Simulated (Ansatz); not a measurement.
**Fe in Ansatz: the effect of target pressure**

Fe:

```
CELL_PARAMETERS angstrom
0.00000 1.94174 1.96511
1.49844 0.00000 1.96511
1.49844 1.94174 0.00000
ATOMIC_POSITIONS crystal
Fe 0.00000 0.00000 0.00000
```

Alike in all runs:

* Program: Ansatz 0.2.0
* Task: relaxation of cell and atoms
* Functional: PBEsol
* Potentials or basis: Ansatz PAW
* Cutoff: 420 eV (not typed: the program's choice for these potentials)
* k mesh: 13 × 13 × 13
* Occupations: fermi-dirac, width 0.05 eV
* Spin: collinear spin, ferromagnetic start
* Starting moments: [3.0] μB

Each run relaxes the cell or the atoms first.

```csv
target pressure,relaxed volume (Å³/atom),moment (μB)
0 GPa,10.79,2.06
2 GPa,10.70,2.04
5 GPa,10.57,2.02
10 GPa,?,?
20 GPa,10.05,1.99
30 GPa,9.77,1.96
```

Q: What does the run with target pressure 10 GPa give?

A: Relaxed volume 10.38 Å³/atom; moment 2.01 μB.

Worked out: In Murnaghan's law V^(-B') rises as a straight line in P. The other rows fit best with B' = 5.0, V0 = 10.79 Å³/atom and B0 = 234 GPa, which gives 10.38 Å³/atom at 10 GPa, against the run's 10.38. A parabola through the other rows of the moment, of slope -0.00343 μB per GPa there, gives 2.01 μB, against the run's 2.01.

Caveats: the plane-wave basis is chosen anew once the cell has moved, so the energies of steps on either side of that aren't comparable; the PAW data sets come from PBE, with cores solved anew for the run's functional, which leaves a small shift of forces and pressure.

Runs at the PBE level aren't shown here.
